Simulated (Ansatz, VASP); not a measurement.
GaN in VASP and in Ansatz

```
Ga N
1.0
     3.08710    0.00000    0.00000
    -1.54355    2.67351    0.00000
     0.00000    0.00000    5.10764
Ga N
2 2
Direct
  0.33333 0.66667 0.99919
  0.66667 0.33333 0.49919
  0.33333 0.66667 0.37581
  0.66667 0.33333 0.87581
```

Change from the starting cell: strain -0.030 along x and y, -0.015 along z, atoms carried along.

Alike in both runs: task single point; functional PBEsol; k mesh 12 × 12 × 6; occupations gaussian, width 0.05 eV; no spin polarisation.

|  | VASP | Ansatz |
| --- | --- | --- |
| version | VASP 6.6.1 | Ansatz 0.2.0 |
| potentials or method | VASP PAW PBE potentials, release 64 (Ga_d, N) | scalar-relativistic, plane waves, PAW |
| plane-wave cutoff (eV) | 520 | 420 |
| valence electrons in the cell | 36 | 36 |

VASP gave:

* gap on the k mesh at the Fermi level (eV): 2.35
* least direct gap on the mesh (eV): 2.35
* pressure (GPa): 16.8
* largest component of the traceless stress (GPa): 4.91
* rms of the force components (eV/Å): 0.137

**Question.** Estimate Ansatz's values.

**Answer.** gap on the k mesh at the Fermi level (eV): 2.32; least direct gap on the mesh (eV): 2.32; pressure (GPa): 17.0; largest component of the traceless stress (GPa): 4.95; rms of the force components (eV/Å): 0.140.

Atom by atom the forces differ by 0.003 eV/Å (rms over components).

Caveats: so large a pressure means that the cell lies far from this level's equilibrium, or that cutoff or potentials fall short (VASP); the potentials were made for another functional, which shifts forces and pressure (VASP).
